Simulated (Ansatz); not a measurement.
# One relaxed cell of ZnO at several levels

A database entry relaxed whole under r2SCAN at zero pressure (P6_3mc, No. 186):

```xyz
4
Lattice="3.2353 0.0000 0.0000 -1.6176 2.8018 0.0000 0.0000 0.0000 5.2113" Properties=species:S:1:pos:R:3 pbc="T T T"
Zn    0.0000    1.8679    2.6039
Zn    1.6176    0.9339   -0.0017
O     1.6176    0.9339    1.9768
O     0.0000    1.8679    4.5825
```

Its volume is 11.81 Å³ an atom, -0.8 % against the entry's 11.90, a measured cell (2014, 298 K).

Single points on this cell with plane-wave PAW DFT (Ansatz 0.2.0; r2SCAN 500 eV, hybrids 420 eV; fermi-dirac occupations of width 0.020 eV; no moments): r2SCAN on a 12×12×6 Γ-centred mesh; HSE06 on a 6×6×4 Γ-centred mesh; PBE0 on a 6×6×4 Γ-centred mesh.

Problem. What does each level give for gap and charges?

Solution. The runs give:

```
 level  gap (eV), or kind  pressure (GPa)  Bader charge of Zn (e)  Bader charge of O (e)
r2SCAN               1.23             0.0                   +1.29                  -1.29
 HSE06               2.53             1.7                   +1.30                  -1.30
  PBE0               3.21             1.4                   +1.30                  -1.30
```

Under r2SCAN the gap is 1.23 eV, over mesh and band path. HSE06 moves it by +1.29 eV and PBE0 by +1.98 eV; PBE0 keeps its exact exchange at long range, which widens the gap over HSE06's by 0.69 eV on their common mesh.

Caveats: the relaxation kept the start's symmetry; HSE06 is read on its mesh and at the zone's corners, PBE0 on its mesh alone; hybrid pressures are good to a few tenths of a GPa; pressure is positive in compression.
